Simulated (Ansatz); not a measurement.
# PbS (Galena) under changes of volume

One of the cells (26.086 Å³/atom); the others are scaled copies at fixed shape and fractional positions:

```xyz
2
Lattice="0.0000 2.9657 2.9657 2.9657 0.0000 2.9657 2.9657 2.9657 0.0000" Properties=species:S:1:pos:R:3 pbc="T T T"
Pb    0.0000    0.0000    0.0000
S     2.9657    2.9657    2.9657
```

```yaml
Program: Ansatz 0.2.0
Functional: r2SCAN
Potentials_or_basis: Ansatz PAW
Cutoff: "500 eV (not typed: the program's choice for these potentials)"
k_mesh: 8 × 8 × 8
Occupations: fermi-dirac, width 0.05 eV
Spin: no spin polarisation
```

```csv
volume (Å³/atom),energy over the lowest point (meV/atom),pressure (GPa),gap on the mesh (eV)
24.521,?,?,?
25.042,19.66,4.1,0.44
25.564,8.67,2.6,0.53
26.086,2.27,1.3,0.61
26.607,0.00,0.1,0.69
27.129,1.46,-1.0,0.75
27.651,6.28,-2.0,0.82
```

Q: What does the run at 24.521 Å³/atom give?

A: Energy over the lowest point 35.74 meV/atom; pressure 5.8 GPa; gap on the mesh 0.35 eV.

Worked out: A Birch-Murnaghan fit of order 3 (a polynomial in V^(-2/3)) to the other rows has its minimum at 26.66 Å³/atom with B0 = V·E''(V) = 58 GPa and B' = 4.3. It gives 35.71 meV/atom at 24.521 Å³/atom, against the run's 35.74, and -dE/dV = 5.8 GPa, against 5.8. A parabola through the other rows of the gap, of slope 4.7 eV per unit of ln V (its deformation potential) there, extrapolates to 0.34 eV, against the run's 0.35.

Energies are extrapolated to zero smearing.

Caveats: spin-orbit coupling is left out, which as a rule narrows the gap of such compounds by several tenths of an eV; the PAW data sets come from PBE, with cores solved anew for the run's functional, which leaves a small shift of forces and pressure.

A mesh can miss the band edges.
